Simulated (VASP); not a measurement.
# HfN (Fm-3m) in VASP: further runs, part 2 of 2

VASP 6.6.1. The steps go on from the part before.

### 4 Phonons, PBE

This run uses another cell than the first one, of 11.65 Å³/atom, 1.049 times its volume.

The input, POSCAR:

```
HfN
1.0
    0.0000000000      2.2670663808      2.2670663808
    2.2670663808      0.0000000000      2.2670663808
    2.2670663808      2.2670663808      0.0000000000
  Hf              N
     1     1
Direct
     0.0000000000000000    0.0000000000000000    0.0000000000000000
     0.5000000000000000    0.5000000000000000    0.5000000000000000
```

The input, INCAR.step1:

```
ALGO     = Fast           # electronic algorithm
EDIFF    = 1E-8           # SCF threshold, eV
EDIFFG   = -0.002         # ionic threshold
ENCUT    = 600            # plane-wave cutoff, eV
GGA      = PE             # functional
IBRION   = 2              # ionic algorithm
ISIF     = 3              # what is computed and relaxed
ISMEAR   = 1              # smearing method
KPAR     = 2            
LASPH    = T              # aspherical terms in the spheres
LCHARG   = F              # write CHGCAR
LREAL    = F              # projectors in reciprocal space
LWAVE    = F              # write WAVECAR
NELM     = 80             # most SCF steps
NSW      = 40             # ionic steps
PREC     = Accurate       # precision mode
SIGMA    = 0.2            # smearing width, eV
```

The input, INCAR.step2:

```
ALGO     = Fast           # electronic algorithm
EDIFF    = 1E-8           # SCF threshold, eV
ENCUT    = 600            # plane-wave cutoff, eV
GGA      = PE             # functional
IBRION   = 6              # ionic algorithm
ISIF     = 2              # what is computed and relaxed
ISMEAR   = 1              # smearing method
KPAR     = 2            
LASPH    = T              # aspherical terms in the spheres
LCHARG   = F              # write CHGCAR
LREAL    = F              # projectors in reciprocal space
LWAVE    = F              # write WAVECAR
NELM     = 80             # most SCF steps
NFREE    = 2            
NSW      = 1              # ionic steps
POTIM    = 0.015          # step
PREC     = Accurate       # precision mode
SIGMA    = 0.2            # smearing width, eV
```

The input, KPOINTS:

```
k-points
0
Gamma
  26 26 26
```

Potentials or basis: VASP PAW PBE potentials, release 64 (Hf_pv, N).

Started as:

```
$ cat potpaw_PBE.64/Hf_pv/POTCAR potpaw_PBE.64/N/POTCAR > POTCAR
$ cp INCAR.step1 INCAR
$ mpirun -np 2 vasp_std > vasp.out
$ cp CONTCAR POSCAR
$ cp INCAR.step2 INCAR
$ mpirun -np 2 vasp_std > vasp.out
```

OUTCAR:

```text
EDIFF = 1E-8
   ENCUT = 600
   GGA = PE
   IBRION = 6
   ISIF = 2
   ISMEAR = 1
   LASPH = T
   LREAL = F
   NELM = 80
   NFREE = 2
   NSW = 1
   POTIM = 0.015
   PREC = Accurate

 ion  position               nearest neighbor table
   1  0.000  0.000  0.000-   2 2.27   2 2.27   2 2.27   2 2.27   2 2.27   2 2.27
   2  0.500  0.500  0.500-   1 2.27   1 2.27   1 2.27   1 2.27   1 2.27   1 2.27

  LATTYP: Found a face centered cubic cell.
[... 724 lines left out ...]
  x     0.00000     0.00000     0.00000     0.00000     0.00000     0.00000
  y     0.00000     0.00000     0.00000     0.00000     0.00000     0.00000
  z     0.00000     0.00000     0.00000     0.00000     0.00000     0.00000

 INTERNAL STRAIN TENSOR FOR ION    2 for displacements in x,y,z  (eV/Angst):
          X           Y           Z          XY          YZ          ZX
  --------------------------------------------------------------------------------
  x     0.00000     0.00000     0.00000     0.00000     0.00000     0.00000
  y     0.00000     0.00000     0.00000     0.00000     0.00000     0.00000
  z     0.00000     0.00000     0.00000     0.00000     0.00000     0.00000

 Eigenvectors and eigenvalues of the dynamical matrix
 ----------------------------------------------------

   1 f  =   14.624120 THz    91.886056 2PiTHz  487.808134 cm-1    60.480473 meV
             X         Y         Z           dx          dy          dz
      0.000000  0.000000  0.000000     0.000000    0.269696    0.000000
      2.266852  2.266852  2.266852     0.000000   -0.962945    0.000000
[... 21 lines left out ...]
   6 f/i=    0.000005 THz     0.000032 2PiTHz    0.000172 cm-1     0.000021 meV
             X         Y         Z           dx          dy          dz
      0.000000  0.000000  0.000000     0.000000    0.000000    0.962945
      2.266852  2.266852  2.266852     0.000000    0.000000    0.269696

 ELASTIC MODULI CONTR FROM IONIC RELAXATION (kBar)
 Direction    XX          YY          ZZ          XY          YZ          ZX
 --------------------------------------------------------------------------------
 XX           0.0000      0.0000      0.0000      0.0000      0.0000      0.0000
 YY           0.0000      0.0000      0.0000      0.0000      0.0000      0.0000
 ZZ           0.0000      0.0000      0.0000      0.0000      0.0000      0.0000
 XY           0.0000      0.0000      0.0000      0.0000      0.0000      0.0000
 YZ           0.0000      0.0000      0.0000      0.0000      0.0000      0.0000
 ZX           0.0000      0.0000      0.0000      0.0000      0.0000      0.0000
 --------------------------------------------------------------------------------
```

OUTCAR.step1:

```text
EDIFF = 1E-8
   EDIFFG = -0.002
   ENCUT = 600
   GGA = PE
   IBRION = 2
   ISIF = 3
   ISMEAR = 1
   LASPH = T
   LREAL = F
   NELM = 80
[... 627 lines left out ...]
  -------------------------------------------------------------------------------------
  Total        0.0016965      0.0016965      0.0016965     -0.0000000      0.0000000     -0.0000000
  in kB        0.1166741      0.1166741      0.1166741     -0.0000000      0.0000000     -0.0000000
  external PRESSURE =       0.1166741 kB  Pullay stress =       0.0000000 kB
[... 17 lines left out ...]
  FREE ENERGIE OF THE ION-ELECTRON SYSTEM (eV)
  ---------------------------------------------------
  free  energy   TOTEN  =       -21.7594675096 eV

  energy  without entropy=      -21.7597979086  energy(sigma->0) =      -21.75957764

 reached required accuracy - stopping structural energy minimisation
```

OSZICAR.step1:

```text
N       E                     dE             d eps       ncg     rms          rms(c)
DAV:   1     0.443053921527E+02    0.44305E+02   -0.89814E+03 11242   0.144E+03
DAV:   2    -0.221428575588E+02   -0.66448E+02   -0.62699E+02 14931   0.279E+02
DAV:   3    -0.247377309550E+02   -0.25949E+01   -0.25561E+01 14540   0.481E+01
[... 28 lines left out ...]
RMM:   3    -0.217594677729E+02    0.19152E-05   -0.51024E-06 11242   0.209E-02    0.106E-02
RMM:   4    -0.217594676472E+02    0.12571E-06   -0.73690E-07 11265   0.848E-03    0.440E-03
RMM:   5    -0.217594675329E+02    0.11431E-06   -0.60902E-08 10184   0.256E-03    0.591E-04
RMM:   6    -0.217594675110E+02    0.21942E-07   -0.11035E-08  7354   0.117E-03    0.280E-04
RMM:   7    -0.217594675096E+02    0.13829E-08   -0.22884E-09  6530   0.537E-04
   3 F= -.21759468E+02 E0= -.21759578E+02  d E =-.142245E-05
```

Wall time 11 min (2 MPI ranks of Intel Xeon 6975P-C (Granite Rapids), shared host); peak memory 0.79 GiB.

What came out:

```
Highest phonon frequency at Γ, LO-TO splitting left out : 488 cm⁻¹
```

Phonon frequencies in cm⁻¹ (negative: imaginary):
```csv
q point,frequencies
"(0.000, 0.000, 0.000)",0 0 0 488 488 488
```

The run has no spin-orbit coupling, so splittings on Hf are missing.
